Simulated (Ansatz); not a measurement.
## ¹⁷O NMR of the central transition in SiO2

Cell: a Materials Project structure (computed, not necessarily an observed phase), taken as it stands.

```cif
data_SiO2
_symmetry_space_group_name_H-M 'I4_1/amd:1'
_symmetry_Int_Tables_number 141
_cell_length_a 9.7907
_cell_length_b 9.7907
_cell_length_c 10.1144
_cell_angle_alpha 90.000
_cell_angle_beta 90.000
_cell_angle_gamma 90.000
loop_
_atom_site_label
_atom_site_type_symbol
_atom_site_symmetry_multiplicity
_atom_site_Wyckoff_symbol
_atom_site_fract_x
_atom_site_fract_y
_atom_site_fract_z
Si Si 16 g 0.1589 0.3411 0.2500
O9 O 16 h 0.0000 0.3159 0.2849
O17 O 16 f 0.2500 0.2969 0.3750
```

One atom of each set is listed; the run and its k-mesh use a cell of 24 atoms with edges of 8.57, 8.57, 8.57 Å.

Computed with Ansatz: DFT, PBE, plane waves and PAW (field gradients read without the response of the frozen cores, which leaves them typically 4 to 6 % off), scalar-relativistic, 420 eV cutoff, Γ-centred 4×4×4 k-points, Fermi–Dirac smearing 0.02 eV.

¹⁷O has I = 5/2 and Q = -25.58 mb (Pyykkö 2018); at 23.5 T its Larmor frequency is ν₀ = 135.7 MHz. Only the quadrupole interaction is simulated: positions count from each site's isotropic chemical shift, and J coupling is left out, as are shift anisotropy and dipolar coupling, which fast spinning averages.

(1) What does the ¹⁷O spectrum (fast magic-angle spinning) show for each site?

## Answers

(1) 

| site | first shell | C_Q (MHz) | η | P_Q (MHz) | δ_QIS (ppm) | breadth (kHz) |
| --- | --- | --- | --- | --- | --- | --- |
| O9 | 2 Si at 1.61 Å, angle 149° | -5.99 | 0.12 | 6.00 | -11.7 | 3.53 |
| O17 | 2 Si at 1.61 Å, angle 149° | -6.11 | 0.12 | 6.13 | -12.2 | 3.68 |

δ_QIS = −(ν_Q²/30ν₀²)[I(I+1) − 3/4](1 + η²/3) × 10⁶ ppm with ν_Q = 3|C_Q|/[2I(2I−1)]; it falls as 1/B₀² in ppm, and the breadth as 1/B₀ in kHz.

At O9 and O17 V_zz runs parallel to the line that joins its two neighbours (within 1°) in each case.

The largest force is 0.3 eV/Å, so the atoms aren't at the calculated equilibrium and relaxing them would move these values.
